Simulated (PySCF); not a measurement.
Molecule: SMILES c1(N)ccccc1, C6H7N.

Geometry (Å), atoms numbered from 1 in this order:
```xyz
14

N     2.338   -0.208    0.163
C     0.968   -0.085    0.052
C     0.309    1.081    0.481
C    -1.076    1.180    0.411
C    -1.845    0.127   -0.085
C    -1.199   -1.032   -0.512
C     0.186   -1.142   -0.447
H     2.777   -0.903   -0.426
H     2.864    0.654    0.222
H     0.898    1.914    0.875
H    -1.562    2.099    0.750
H    -2.933    0.210   -0.138
H    -1.781   -1.869   -0.906
H     0.678   -2.059   -0.783
```

Geometry PBE0-D3(BJ)/def2-SVP throughout; GIAO in PySCF 2.14.0 with density-fitted response routines, gas phase, one conformer, non-relativistic; equivalent atoms averaged; functional PBE0.

Q: How do the absolute shieldings σ depend on the basis set? (ppm; last column core-seconds on shared hosts with different chips, so compare them loosely)

A: 
| basis set | functions | N1 | C2 | C4/C6 | C5 | C3/C7 | H11/H13 | H12 | H10/H14 | H8/H9 | core-s |
| --- | --- | --- | --- | --- | --- | --- | --- | --- | --- | --- | --- |
| STO-3G | 42 | 257.0 | 118.3 | 124.1 | 130.7 | 135.4 | 25.83 | 26.17 | 26.66 | 29.70 | 3.4 |
| pcSseg-0 | 77 | 191.9 | 39.4 | 54.1 | 67.6 | 72.3 | 25.77 | 26.30 | 26.53 | 30.42 | 8.2 |
| 6-31G | 77 | 201.8 | 60.9 | 74.1 | 86.0 | 90.3 | 25.49 | 25.97 | 26.26 | 30.13 | 7.1 |
| 6-31G* | 112 | 200.6 | 56.8 | 70.8 | 83.2 | 87.6 | 24.95 | 25.47 | 25.77 | 29.50 | 10 |
| cc-pVDZ | 133 | 203.3 | 51.9 | 67.6 | 80.7 | 85.3 | 24.26 | 24.75 | 24.99 | 28.65 | 12 |
| def2-SVP | 133 | 201.5 | 50.9 | 66.2 | 79.5 | 83.8 | 24.38 | 24.94 | 25.07 | 28.69 | 11 |
| pcSseg-1 | 154 | 189.8 | 32.9 | 49.3 | 62.8 | 67.8 | 24.06 | 24.57 | 24.74 | 28.24 | 13 |
| aug-cc-pVDZ | 224 | 202.8 | 49.9 | 66.4 | 79.5 | 83.8 | 24.06 | 24.54 | 24.72 | 28.12 | 25 |
| 6-311+G(2d,p) | 231 | 191.1 | 36.1 | 53.3 | 66.6 | 70.9 | 24.19 | 24.69 | 24.83 | 28.45 | 27 |
| def2-TZVP | 259 | 193.3 | 33.8 | 51.9 | 65.7 | 70.1 | 24.15 | 24.66 | 24.84 | 28.47 | 33 |
| cc-pVTZ | 308 | 192.8 | 35.8 | 53.2 | 66.8 | 71.6 | 24.01 | 24.50 | 24.70 | 28.17 | 42 |
| IGLO-III | 315 | 188.0 | 28.1 | 45.7 | 59.6 | 64.0 | 24.06 | 24.56 | 24.72 | 28.17 | 41 |

Q: Which nucleus moves most, in ppm?

A: C2 (aromatic carbon bearing nitrogen): from 28.1 ppm with IGLO-III to 118.3 ppm with STO-3G. The smallest spread is 1.80 ppm, at H12. Proton shifts span only some 12 ppm, so a few tenths of a ppm matter as much there as several ppm in carbon.

Q: Taking the largest basis, IGLO-III (315 functions), as the yardstick, rank the others by their worst heavy-atom deviation.

A: pcSseg-1 4.8 ppm (154 functions), def2-TZVP 6.2 ppm (259 functions), cc-pVTZ 7.8 ppm (308 functions), 6-311+G(2d,p) 8.0 ppm (231 functions), pcSseg-0 11.3 ppm (77 functions), aug-cc-pVDZ 21.8 ppm (224 functions), def2-SVP 22.8 ppm (133 functions), cc-pVDZ 23.8 ppm (133 functions), 6-31G* 28.8 ppm (112 functions), 6-31G 32.9 ppm (77 functions), STO-3G 90.3 ppm (42 functions).

A small basis that lands close on one nucleus may do so by chance; judge by the trend and by all nuclei.
